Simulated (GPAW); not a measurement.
# ZrS (Fm-3m) in GPAW: equation of state with r2SCAN

Aim: the equation of state of ZrS with r2SCAN.

All numbers are computed with GPAW 26.7.0; they aren't measurements. Logs are shortened: lines on timing, memory, paths and dates and some standing lists are left out, and cuts for length are marked. The log counts tension as positive stress, the text compression.

**1. The structure**

It takes space group Fm-3m (No. 225, cubic). Conventional cell: a = 5.250 Å, b = 5.250 Å, c = 5.250 Å, α = 90.00°, β = 90.00°, γ = 90.00°. Zr (site symmetry m-3m) is surrounded by 6 S at 2.62 Å. S (site symmetry m-3m) is surrounded by 6 Zr at 2.62 Å.

**2. Equation of state, r2SCAN**

run.py reads:

```python
from ase import Atoms
from ase.eos import EquationOfState
from ase.io import Trajectory
from ase.units import GPa
from gpaw import GPAW, PW

atoms = Atoms(['Zr', 'S'],
              cell=[[0.0, 2.625, 2.625],
                    [2.625, 0.0, 2.625],
                    [2.625, 2.625, 0.0]],
              scaled_positions=[[0.0, 0.0, 0.0],
                                [0.5, 0.5, 0.5]],
              pbc=True)

traj = Trajectory('eos.traj', 'w')
volumes, energies = [], []
for x in [0.94, 0.96, 0.98, 1.0, 1.02, 1.04, 1.06]:
    a = atoms.copy()
    a.set_cell(atoms.cell * x**(1 / 3), scale_atoms=True)
    calc = GPAW(mode=PW(600),
                xc='MGGA_X_R2SCAN+MGGA_C_R2SCAN',
                kpts={'size': (9, 9, 9), 'gamma': True},
                occupations={'name': 'fermi-dirac', 'width': 0.05},
                nbands=19,
                convergence={'density': 1e-05, 'energy': 1e-05},
                maxiter=150,
                txt=f'eos-{x:.2f}.txt')
    a.calc = calc
    energies.append(a.get_potential_energy(force_consistent=True))
    volumes.append(a.get_volume())
    p = -a.get_stress()[:3].mean() / GPa
    calc.write(f'eos-{x:.2f}.gpw')
    traj.write(a)
    print(f'{x:.2f} {volumes[-1]:10.4f} A^3 {energies[-1]:14.6f} eV {p:9.3f} GPa', flush=True)

v0, e0, B = EquationOfState(volumes, energies, eos='birchmurnaghan').fit()
print(f'V0 = {v0:.4f} A^3, E0 = {e0:.6f} eV, B0 = {B / GPa:.2f} GPa')
```

Potentials or basis: GPAW PAW data sets (gpaw-data 1.2.1), pw.

Run with:

```console
> OMP_NUM_THREADS=1 python run.py
```

Output:

```text
__  _  _
 | _ |_)|_||  |
 |__||  | ||/\| - 26.7.0

Input parameters:
  mode=PW(ecut=600.0),
  convergence={'density': 1e-05, 'energy': 1e-05},
  kpts=MonkhorstPack(size=(9, 9, 9), gamma=True),
  maxiter=150,
  nbands=19,
  occupations=Occupations(name='fermi-dirac', width=0.05),
  xc=XC(name='MGGA_X_R2SCAN+MGGA_C_R2SCAN')

Diagonalizing LCAO Hamiltonian
Converting LCAO to pw mode

               S

       Zr

Atoms  # Å, Bohr magnetons
|   | symbol |        x |        y |        z |    initial magnetic moments |
|---|--------|----------|----------|----------|-----------------------------|
| 0 |     Zr | 0.000000 | 0.000000 | 0.000000 | ( 0.0000,  0.0000,  0.0000) |
| 1 |      S | 2.571414 | 2.571414 | 2.571414 | ( 0.0000,  0.0000,  0.0000) |

Unit cell  # Å
| periodic |        x |        y |        z |  lengths |    angles |
|----------|----------|----------|----------|----------|-----------|
|      yes | 0.000000 | 2.571414 | 2.571414 | 3.636528 | 60.000000 |
|      yes | 2.571414 | 0.000000 | 2.571414 | 3.636528 | 60.000000 |
|      yes | 2.571414 | 2.571414 | 0.000000 | 3.636528 | 60.000000 |

Number of symmetries: 48
Symmetry operations  # r_c * U_cc + t_c -> r_c
|    | kind |            matrix            |
|----|------|------------------------------|
|  0 |  σ   |  1, 0, 0,  1, 0,-1,  1,-1, 0 |
|  1 |  C2  |  1, 0, 0,  1,-1, 0,  1, 0,-1 |
|  2 |  E   |  1, 0, 0,  0, 1, 0,  0, 0, 1 |
|  3 |  σ   |  1, 0, 0,  0, 0, 1,  0, 1, 0 |
|  4 |  C4  |  1, 0,-1,  1, 0, 0,  1,-1, 0 |
|  5 |  S6  |  1, 0,-1,  1,-1, 0,  1, 0, 0 |
|  6 |  σ   |  1, 0,-1,  0, 1,-1,  0, 0,-1 |
|  7 |  C3  |  1, 0,-1,  0, 0,-1,  0, 1,-1 |
|  8 |  S6  |  1,-1, 0,  1, 0, 0,  1, 0,-1 |
|  9 |  C4  |  1,-1, 0,  1, 0,-1,  1, 0, 0 |
| 10 |  C3  |  1,-1, 0,  0,-1, 1,  0,-1, 0 |
| 11 |  σ   |  1,-1, 0,  0,-1, 0,  0,-1, 1 |
| 12 |  σ   |  0, 1, 0,  1, 0, 0,  0, 0, 1 |
| 13 |  C4  |  0, 1, 0,  0, 1,-1, -1, 1, 0 |
| 14 |  C3  |  0, 1, 0,  0, 0, 1,  1, 0, 0 |
| 15 |  S6  |  0, 1, 0, -1, 1, 0,  0, 1,-1 |
| 16 |  C2  |  0, 1,-1,  1, 0,-1,  0, 0,-1 |
| 17 |  σ   |  0, 1,-1,  0, 1, 0, -1, 1, 0 |
| 18 |  S4  |  0, 1,-1,  0, 0,-1,  1, 0,-1 |
| 19 |  C4  |  0, 1,-1, -1, 1, 0,  0, 1, 0 |
| 20 |  C3  |  0, 0, 1,  1, 0, 0,  0, 1, 0 |
| 21 |  σ   |  0, 0, 1,  0, 1, 0,  1, 0, 0 |
| 22 |  S6  |  0, 0, 1,  0,-1, 1, -1, 0, 1 |
| 23 |  C4  |  0, 0, 1, -1, 0, 1,  0,-1, 1 |
| 24 |  S4  |  0, 0,-1,  1, 0,-1,  0, 1,-1 |
| 25 |  C3  |  0, 0,-1,  0, 1,-1,  1, 0,-1 |
| 26 |  C2  |  0, 0,-1,  0,-1, 0, -1, 0, 0 |
| 27 |  S6  |  0, 0,-1, -1, 0, 0,  0,-1, 0 |
| 28 |  S4  |  0,-1, 1,  1,-1, 0,  0,-1, 0 |
| 29 |  C4  |  0,-1, 1,  0, 0, 1, -1, 0, 1 |
| 30 |  C2  |  0,-1, 1,  0,-1, 0,  1,-1, 0 |
| 31 |  σ   |  0,-1, 1, -1, 0, 1,  0, 0, 1 |
| 32 |  C3  |  0,-1, 0,  1,-1, 0,  0,-1, 1 |
| 33 |  S6  |  0,-1, 0,  0, 0,-1, -1, 0, 0 |
| 34 |  S4  |  0,-1, 0,  0,-1, 1,  1,-1, 0 |
| 35 |  C2  |  0,-1, 0, -1, 0, 0,  0, 0,-1 |
| 36 |  C2  | -1, 1, 0,  0, 1, 0,  0, 1,-1 |
| 37 |  S6  | -1, 1, 0,  0, 1,-1,  0, 1, 0 |
| 38 |  S4  | -1, 1, 0, -1, 0, 1, -1, 0, 0 |
| 39 |  C3  | -1, 1, 0, -1, 0, 0, -1, 0, 1 |
| 40 |  S6  | -1, 0, 1,  0, 0, 1,  0,-1, 1 |
| 41 |  C2  | -1, 0, 1,  0,-1, 1,  0, 0, 1 |
| 42 |  C3  | -1, 0, 1, -1, 1, 0, -1, 0, 0 |
| 43 |  S4  | -1, 0, 1, -1, 0, 0, -1, 1, 0 |
| 44 |  C2  | -1, 0, 0,  0, 0,-1,  0,-1, 0 |
| 45 |  i   | -1, 0, 0,  0,-1, 0,  0, 0,-1 |
| 46 |  σ   | -1, 0, 0, -1, 1, 0, -1, 0, 1 |
| 47 |  C2  | -1, 0, 0, -1, 0, 1, -1, 1, 0 |

BZ-sampling:
  Number of BZ points: 729
  Number of IBZ points: 35

  Monkhorst-Pack size: [9, 9, 9]
  Monkhorst-Pack shift: [0, 0, 0]

K-points  # in reciprocal-cell coordinates
|     |                                coordinates |     weight |
|-----|--------------------------------------------|------------|
|   0 | (  0.00000000,   0.00000000,   0.00000000) | 0.00137174 |
|   1 | (  0.11111111,   0.11111111,   0.00000000) | 0.00823045 |
|   2 | (  0.11111111,   0.11111111,   0.11111111) | 0.01097394 |
|   3 | (  0.22222222,   0.11111111,   0.11111111) | 0.01646091 |
|   4 | (  0.22222222,   0.22222222,   0.00000000) | 0.00823045 |
|   5 | (  0.22222222,   0.22222222,   0.11111111) | 0.03292181 |
|   6 | (  0.22222222,   0.22222222,   0.22222222) | 0.01097394 |
|   7 | (  0.33333333,   0.22222222,   0.11111111) | 0.03292181 |
|   8 | (  0.33333333,   0.22222222,   0.22222222) | 0.03292181 |
|   9 | (  0.33333333,   0.33333333,  -0.33333333) | 0.01646091 |
| ... |                                            |            |
|  34 | (  0.44444444,   0.44444444,   0.44444444) | 0.01097394 |

Plane wave coefficients: 1153
Cutoff: 600.0 eV

Spin-components: 1 (collinear spins)
Bands:           19
Projectors:      11
Spin-degeneracy: 2
Datatype:        complex128

Parallelization:
  kpt:    1
  domain: 1
  band:   1

Density:
  Valence electrons: 18.0
  Components: 1
  Grid points: [21 21 21]
  Charge: 0.0  # |e|

Potential:
  Grid points: [21 21 21]

species:
  Zr:
    name:    Zirconium
    Z:       40.0
    valence: 12
    core:    28
    charge:  0.0  # [|e|]
    compensation charges:
      type: gauss
      rc: 0.40  # [Å]
      lmax: 2
    cutoffs:
      filter: 2.39  # [Å]
      core: 1.59  # [Å]
    projectors
    | kind |    occ | energy [eV] | rcut [Å] |
    |------|--------|-------------|----------|
    |   4s |  2.000 |     -54.478 |    1.323 |
    |   5s |  2.000 |      -4.438 |    1.323 |
    |   4p |  6.000 |     -32.467 |    1.334 |
    |   5p |  0.000 |      -1.470 |    1.334 |
    |   4d |  2.000 |      -3.600 |    1.244 |
    |    d |        |      23.611 |    1.244 |

    Using partial waves for Zr as LCAO basis

  S:
    name:    Sulfur
    Z:       16.0
    valence: 6
    core:    10
    charge:  0.0  # [|e|]
    compensation charges:
      type: gauss
      rc: 0.24  # [Å]
      lmax: 2
    cutoffs:
      filter: 1.77  # [Å]
      core: 1.66  # [Å]
    projectors
    | kind |    occ | energy [eV] | rcut [Å] |
    |------|--------|-------------|----------|
    |   3s |  2.000 |     -17.254 |    0.974 |
    |   3p |  4.000 |      -7.008 |    0.979 |
    |    s |        |       9.957 |    0.974 |
    |    p |        |      20.203 |    0.979 |
    |    d |        |       0.000 |    0.900 |

    Using partial waves for S as LCAO basis

Reference energy: -108751.191133  # eV

eigensolver:
  PPCG
  Converge bands: occupied
  niter=2

density mixing:
  MSR1-Mixer
  Pratt-step length: 0.05
  Maximum mixing coefficient: 0.75
  Old densities: 10
  SVD Regularization: 0.005
  Good broyden scale: 1.0
  Trust region scale: 1.0
  Backstep threshold: 4.0
  History deletion threshold: 6.0
  Fourier metric: weight=20.0, sigma=0.015

occupation numbers:
  Fermi-Dirac:
    width: 0.0500  # eV

poisson solver:
  ecut: 4800.0  # eV

xc functional:
  name: MGGA_X_R2SCAN+MGGA_C_R2SCAN with 2 nearest neighbor stencil

convergence criteria:
[... 6 lines left out ...]
|iter     | |      energy | eigst |  dens |
|---------|-|-------------|-------|-------|
|iter:   1| |  -34.797349 | +0.44 |       |
|iter:   2| |  -29.687952 | -1.18 | -1.35 |
|iter:   3| |-2005582.336762 | +5.43 | -1.34 |
|iter:   4| |  -22.374549 | +1.86 | +1.95 |
|iter:   5| |  -29.653678 | +0.53 | -0.71 |
|iter:   6| |  -29.624450 | -1.32 | -1.75 |
|iter:   7| |  -29.628245 | -3.19 | -2.12 |
|iter:   8| |  -29.625668 | -3.59 | -2.35 |
|iter:   9| |  -29.625608 | -4.37 | -2.99 |
|iter:  10| |  -29.625606c| -6.02 | -3.39 |
|iter:  11| |  -29.625598c| -6.19 | -3.61 |
|iter:  12| |  -29.625598c| -7.26 | -4.36 |
|iter:  13| |  -29.625598c| -7.86c| -4.99 |
|iter:  14| |  -29.625598c| -8.24c| -5.81c|

Converged in 14 steps
Energy contributions relative to reference atoms: (reference = -108751.191133)

Energy contributions:
  Kinetic:           6.933462
  Coulomb:          -5.537951
  Zero:              0.264423
  External:          0.000000
  Xc:              -31.280197
  Entropy:          -0.010670
  Spinorbit:         0.000000
  ----------------------------
  Free energy:     -29.630933
  Extrapolated:    -29.625598

dipole moment: (-18.764306, -18.764306, -18.764306)  # |e|*Ang

Fermi level: 12.211
Eigenvalues  # (at kpt = [0.000, 0.000, 0.000])
| band index |      eig [eV] | occ [0-2] |
|------------|---------------|-----------|
|          0 |       -39.458 |     2.000 |
|        ... |               |           |
|          5 |         8.290 |     2.000 |
|          6 |         8.290 |     2.000 |
|          7 |         8.290 |     2.000 |
|          8 |        10.710 |     2.000 |
|          9 |        10.710 |     2.000 |
|         10 |        10.710 |     2.000 |
|         11 |        11.496 |     2.000 |
|         12 |        11.496 |     2.000 |
|         13 |        15.161 |     0.000 |
|         14 |        20.053 |     0.000 |
|         15 |        25.175 |     0.000 |
|         16 |        25.175 |     0.000 |
|         17 |        25.175 |     0.000 |
|         18 |        30.039 |     0.000 |

No gap
No difference between direct/indirect transitions

Stress tensor  # eV/Ang^3
|         x |         y |         z |
|-----------|-----------|-----------|
| -0.043751 | -0.000000 |  0.000000 |
| -0.000000 | -0.043751 |  0.000000 |
|  0.000000 |  0.000000 | -0.043751 |

# Writing to eos-0.94.gpw (mode='')
```

Run time: 7.7 min. Hardware: 1 thread of Arm Neoverse V2, shared host; peak memory 0.84 GiB.

What came out:

```yaml
Equilibrium_volume: "17.81 Å³/atom (rough: see the caveat)"
Bulk_modulus: 139 GPa (rough)
```

Energy against volume, from the lowest point:
```tsv
volume (Å³/atom)	energy (meV/atom)
17.003	17.19
17.364	4.93
17.726	0.00
18.088	1.65
18.450	9.00
18.811	21.80
19.173	39.33
```

Caveat: the points scatter about the fit; the PAW data sets were made with another functional, which shifts forces and pressure a little.
